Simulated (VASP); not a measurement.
# GaAs (F-43m) in VASP: elastic constants with PBE

Aim: the elastic constants of GaAs with PBE.

Everything below comes from runs of VASP 6.6.1. Logs are shortened: lines on timing, memory, paths and dates and some standing lists are left out, and cuts for length are marked.

## Step 1: Starting point

The structure is cubic, space group F-43m (No. 216). Conventional cell: a = 5.750 Å, b = 5.750 Å, c = 5.750 Å, α = 90.00°, β = 90.00°, γ = 90.00°. Around Ga (site symmetry -43m) lie 4 As at 2.49 Å. As (site symmetry -43m) has 4 Ga at 2.49 Å as nearest neighbours.

The cell is a database's computed one.

## Step 2: Elastic constants, PBE

File POSCAR:

```
GaAs
1.0
    0.0000000000      2.8750910500      2.8750910500
    2.8750910500      0.0000000000      2.8750910500
    2.8750910500      2.8750910500      0.0000000000
Ga As
1 1
Direct
    0.0000000000      0.0000000000      0.0000000000
    0.7500000000      0.7500000000      0.7500000000
```

File INCAR.step1:

```
ALGO     = Fast           # electronic algorithm
EDIFF    = 1E-8           # SCF threshold, eV
EDIFFG   = -0.002         # ionic threshold
ENCUT    = 600            # plane-wave cutoff, eV
GGA      = PE             # functional
IBRION   = 2              # ionic algorithm
ISIF     = 3              # what is computed and relaxed
ISMEAR   = 0              # smearing method
LASPH    = True           # aspherical terms in the spheres
LCHARG   = False          # write CHGCAR
LREAL    = False          # projectors in reciprocal space
LWAVE    = False          # write WAVECAR
NELM     = 100            # most SCF steps
NSW      = 40             # ionic steps
PREC     = Accurate       # precision mode
SIGMA    = 0.1            # smearing width, eV
```

File INCAR.step2:

```
ALGO     = Fast           # electronic algorithm
EDIFF    = 1E-8           # SCF threshold, eV
ENCUT    = 600            # plane-wave cutoff, eV
GGA      = PE             # functional
IBRION   = 6              # ionic algorithm
ISIF     = 3              # what is computed and relaxed
ISMEAR   = 0              # smearing method
LASPH    = True           # aspherical terms in the spheres
LCHARG   = False          # write CHGCAR
LREAL    = False          # projectors in reciprocal space
LWAVE    = False          # write WAVECAR
NELM     = 100            # most SCF steps
NFREE    = 2            
NSW      = 1              # ionic steps
POTIM    = 0.015          # step
PREC     = Accurate       # precision mode
SIGMA    = 0.1            # smearing width, eV
```

File KPOINTS:

```
k-points
0
Gamma
  10 10 10
```

Potentials or basis: VASP PAW PBE potentials, release 64 (Ga_d, As).

Started as:

```console
$ cat potpaw_PBE.64/Ga_d/POTCAR potpaw_PBE.64/As/POTCAR > POTCAR
$ cp INCAR.step1 INCAR
$ mpirun -np 1 vasp_std > vasp.out
$ cp CONTCAR POSCAR
$ cp INCAR.step2 INCAR
$ mpirun -np 1 vasp_std > vasp.out
```

OUTCAR:

```text
EDIFF = 1E-8
   ENCUT = 600
   GGA = PE
   IBRION = 6
   ISIF = 3
   ISMEAR = 0
   LASPH = True
   LREAL = False
   NELM = 100
   NFREE = 2
   NSW = 1
   POTIM = 0.015
   PREC = Accurate

 ion  position               nearest neighbor table
   1  0.000  0.000  0.000-   2 2.49   2 2.49   2 2.49   2 2.49
   2  0.750  0.750  0.750-   1 2.49   1 2.49   1 2.49   1 2.49

  LATTYP: Found a face centered cubic cell.
 ALAT       =     5.7501821000

  Lattice vectors:

 A1 = (   0.0000000000,   2.8750910500,   2.8750910500)
 A2 = (   2.8750910500,   0.0000000000,   2.8750910500)
 A3 = (   2.8750910500,   2.8750910500,   0.0000000000)

Analysis of symmetry for initial positions (statically):
=====================================================================
 Subroutine PRICEL returns:
 Original cell was already a primitive cell.

 Routine SETGRP: Setting up the symmetry group for a
 face centered cubic supercell.

 Subroutine GETGRP returns: Found 24 space group operations
 (whereof 24 operations were pure point group operations)
 out of a pool of 48 trial point group operations.

The static configuration has the point symmetry T_d .

Analysis of symmetry for dynamics (positions and initial velocities):
=====================================================================
 Subroutine PRICEL returns:
 Original cell was already a primitive cell.

 Routine SETGRP: Setting up the symmetry group for a
 face centered cubic supercell.

 Subroutine GETGRP returns: Found 24 space group operations
 (whereof 24 operations were pure point group operations)
 out of a pool of 48 trial point group operations.

The dynamic configuration has the point symmetry T_d .

 Subroutine INISYM returns: Found 24 space group operations
 (whereof 24 operations are pure point group operations),
 and found     1 'primitive' translations

----------------------------------------------------------------------------------------

                                     Primitive cell

  volume of cell :      47.5319

  direct lattice vectors                    reciprocal lattice vectors
     0.000000000  2.875091050  2.875091050    -0.173907536  0.173907536  0.173907536
     2.875091050  0.000000000  2.875091050     0.173907536 -0.173907536  0.173907536
     2.875091050  2.875091050  0.000000000     0.173907536  0.173907536 -0.173907536

  length of vectors
     4.065992756  4.065992756  4.065992756     0.301216688  0.301216688  0.301216688

  position of ions in fractional coordinates (direct lattice)
     0.000000000  0.000000000  0.000000000
     0.750000000  0.750000000  0.750000000

  ion indices of the primitive-cell ions
   primitive index   ion index
                 1           1
                 2           2

----------------------------------------------------------------------------------------

 KPOINTS: k-points

Automatic generation of k-mesh.
 Grid dimensions read from file:
 generate k-points for:   10   10   10

 Generating k-lattice:

  Cartesian coordinates                     Fractional coordinates (reciprocal lattice)
    -0.017390754  0.017390754  0.017390754     0.100000000  0.000000000  0.000000000
     0.017390754 -0.017390754  0.017390754     0.000000000  0.100000000  0.000000000
     0.017390754  0.017390754 -0.017390754     0.000000000  0.000000000  0.100000000

  Length of vectors
     0.030121669  0.030121669  0.030121669

  Shift w.r.t. Gamma in fractional coordinates (k-lattice)
     0.000000000  0.000000000  0.000000000

 Subroutine IBZKPT returns following result:
[... 89 lines left out ...]
--------------------------------------- Ionic step        1  -------------------------------------------

 number of electron      17.9999994 magnetization

 Free energy of the ion-electron system (eV)
  ---------------------------------------------------
  ext. energy  EPLUGINS =         0.00000000
  ---------------------------------------------------
  free energy    TOTEN  =        -8.27516826 eV

  energy without entropy =       -8.27505525  energy(sigma->0) =       -8.27511176

------------------------ aborting loop because EDIFF is reached ----------------------------------------

  FORCE on cell =-STRESS in cart. coord.  units (eV):
  Direction    XX          YY          ZZ          XY          YZ          ZX
  --------------------------------------------------------------------------------------
  -------------------------------------------------------------------------------------
  Total        0.0005428      0.0005428      0.0005428      0.0000000      0.0000000      0.0000000
  in kB        0.0182975      0.0182975      0.0182975      0.0000000      0.0000000      0.0000000
  external PRESSURE =       0.0182975 kB  Pullay stress =       0.0000000 kB
[... 89 lines left out ...]
  FREE ENERGIE OF THE ION-ELECTRON SYSTEM (eV)
  ---------------------------------------------------
  free  energy   TOTEN  =        -8.2718544999 eV

  energy  without entropy=       -8.2718083601  energy(sigma->0) =       -8.27183143

[... ionic steps 4 to 14 ...]

--------------------------------------- Ionic step       15  -------------------------------------------

 number of electron      17.9999997 magnetization

------------------------ aborting loop because EDIFF is reached ----------------------------------------
[... 67 lines left out ...]
--------------------------------------- Ionic step       17  -------------------------------------------

 number of electron      17.9999994 magnetization

 Free energy of the ion-electron system (eV)
  ---------------------------------------------------
  ext. energy  EPLUGINS =         0.00000000
  ---------------------------------------------------
  free energy    TOTEN  =        -8.27422639 eV

  energy without entropy =       -8.27411002  energy(sigma->0) =       -8.27416821

 E-fermi :   3.5727     XC(G=0):  -9.3615

 val. band max:        3.5109203925   @ k =   0.0000   0.0000   0.0000
 cond. band min:       3.6124145312   @ k =   0.0000   0.0000   0.0000
 fundamental gap:      0.1014941387
 Fermi energy:         3.5726909058

 k-point     1 :       0.0000    0.0000    0.0000
  band No.  band energies     occupation
      1     -11.2574      2.00000
      2     -11.2563      2.00000
      3     -11.2550      2.00000
      4     -11.1887      2.00000
      5     -11.1887      2.00000
      6      -8.9056      2.00000
      7       3.4226      1.96618
      8       3.4676      1.86264
      9       3.5109      1.61765
     10       3.6124      0.57427
     11       7.1526      0.00000
     12       7.1818      0.00000
     13       7.2131      0.00000
[... 354 lines left out ...]
  band No.  band energies     occupation
      1     -11.3317      2.00000
      2     -11.2262      2.00000
      3     -11.2248      2.00000
      4     -11.2029      2.00000
      5     -11.1806      2.00000
      6      -7.3072      2.00000
      7      -2.0546      2.00000
      8       1.0385      2.00000
      9       1.3700      2.00000
     10       5.3522      0.00000
     11       6.2965      0.00000
     12      10.5203      0.00000
     13      11.1540      0.00000

 [... further k-points ...]

------------------------ aborting loop because EDIFF is reached ----------------------------------------

  FORCE on cell =-STRESS in cart. coord.  units (eV):
  Direction    XX          YY          ZZ          XY          YZ          ZX
  --------------------------------------------------------------------------------------
  -------------------------------------------------------------------------------------
  Total        0.0016730      0.0031954      0.0031954      0.0000000     -0.0926750      0.0000000
  in kB        0.0563927      0.1077082      0.1077082      0.0000000     -3.1238364      0.0000000
  external PRESSURE =       0.0906031 kB  Pullay stress =       0.0000000 kB
[... 17 lines left out ...]
  FREE ENERGIE OF THE ION-ELECTRON SYSTEM (eV)
  ---------------------------------------------------
  free  energy   TOTEN  =        -8.2742263945 eV

  energy  without entropy=       -8.2741100244  energy(sigma->0) =       -8.27416821

 INTERNAL STRAIN TENSORS FROM STRAINED CELLS
 ============================================

 INTERNAL STRAIN TENSOR FOR ION    1 for displacements in x,y,z  (eV/Angst):
          X           Y           Z          XY          YZ          ZX
  --------------------------------------------------------------------------------
  x    -0.00000    -0.00000    -0.00000     0.00000    -6.17619     0.00000
  y     0.00000    -0.00000    -0.00000     0.00000     0.00000    -6.17515
  z     0.00000    -0.00000    -0.00000    -6.17849     0.00000     0.00000

 INTERNAL STRAIN TENSORS FROM DISPLACED ATOMS
 ============================================

 INTERNAL STRAIN TENSOR FOR ION    1 for displacements in x,y,z  (eV/Angst):
          X           Y           Z          XY          YZ          ZX
  --------------------------------------------------------------------------------
  x     0.00000    -0.00000    -0.00000     0.00000    -6.17827     0.00000
  y    -0.00000    -0.00000    -0.00000     0.00000     0.00000    -6.17827
  z    -0.00000    -0.00000     0.00000    -6.17827     0.00000     0.00000

 INTERNAL STRAIN TENSOR FOR ION    2 for displacements in x,y,z  (eV/Angst):
          X           Y           Z          XY          YZ          ZX
  --------------------------------------------------------------------------------
  x    -0.00000    -0.00000    -0.00000     0.00000     6.18000     0.00000
  y    -0.00000    -0.00000    -0.00000     0.00000     0.00000     6.18000
  z    -0.00000    -0.00000    -0.00000     6.18000     0.00000     0.00000

 Eigenvectors and eigenvalues of the dynamical matrix
 ----------------------------------------------------

   1 f  =    7.526576 THz    47.290870 2PiTHz  251.059540 cm-1    31.127402 meV
             X         Y         Z           dx          dy          dz
      0.000000  0.000000  0.000000     0.117111    0.709948   -0.000000
      4.312637  4.312637  4.312637    -0.113027   -0.685189   -0.000000
[... 21 lines left out ...]
   6 f/i=    0.001734 THz     0.010898 2PiTHz    0.057855 cm-1     0.007173 meV
             X         Y         Z           dx          dy          dz
      0.000000  0.000000  0.000000     0.660700    0.209695   -0.041972
      4.312637  4.312637  4.312637     0.684575    0.217273   -0.043488

--------------------------------------------------------------------------------------------------------

 ELASTIC MODULI CONTR FROM IONIC RELAXATION (kBar)
 Direction    XX          YY          ZZ          XY          YZ          ZX
 --------------------------------------------------------------------------------
 XX          -0.0000      0.0000     -0.0000      0.0000      0.0000      0.0000
 YY           0.0000     -0.0000     -0.0000      0.0000     -0.0000      0.0000
 ZZ          -0.0000     -0.0000     -0.0000      0.0000     -0.0000      0.0000
 XY           0.0000      0.0000      0.0000   -153.7443      0.0000      0.0000
 YZ           0.0000     -0.0000     -0.0000      0.0000   -153.7443      0.0000
 ZX           0.0000      0.0000      0.0000      0.0000      0.0000   -153.7443
 --------------------------------------------------------------------------------

 TOTAL ELASTIC MODULI (kBar)
 Direction    XX          YY          ZZ          XY          YZ          ZX
 --------------------------------------------------------------------------------
 XX         978.4598    407.6358    407.6358      0.0000      0.0000     -0.0000
 YY         407.6358    978.4598    407.6358      0.0000     -0.0000      0.0000
 ZZ         407.6358    407.6358    978.4598      0.0000      0.0000      0.0000
 XY           0.0000      0.0000      0.0000    504.6526      0.0000      0.0000
 YZ           0.0000     -0.0000      0.0000      0.0000    504.6526      0.0000
 ZX          -0.0000      0.0000      0.0000      0.0000      0.0000    504.6526
 --------------------------------------------------------------------------------
```

Wall time 9.8 min (1 thread of Intel Xeon 6975P-C (Granite Rapids), shared host); peak memory 0.49 GiB.

Results:

- Elastic constants C11, C12, C44: 98, 41, 50 GPa
- Voigt bulk modulus: 60 GPa
- Highest phonon frequency at Γ, LO-TO splitting left out: 251 cm⁻¹

Phonon frequencies in cm⁻¹ (negative: imaginary):
```
              q point        frequencies
(0.000, 0.000, 0.000)  0 0 0 251 251 251
```

Elastic tensor in Voigt notation (GPa, in the Cartesian axes of the cell as first typed):
```
98 41 41  0  0  0
41 98 41  0  0  0
41 41 98  0  0  0
 0  0  0 50  0  0
 0  0  0  0 50  0
 0  0  0  0  0 50
```

Clamped-ion elastic tensor (GPa):
```
98 41 41  0  0  0
41 98 41  0  0  0
41 41 98  0  0  0
 0  0  0 66  0  0
 0  0  0  0 66  0
 0  0  0  0  0 66
```
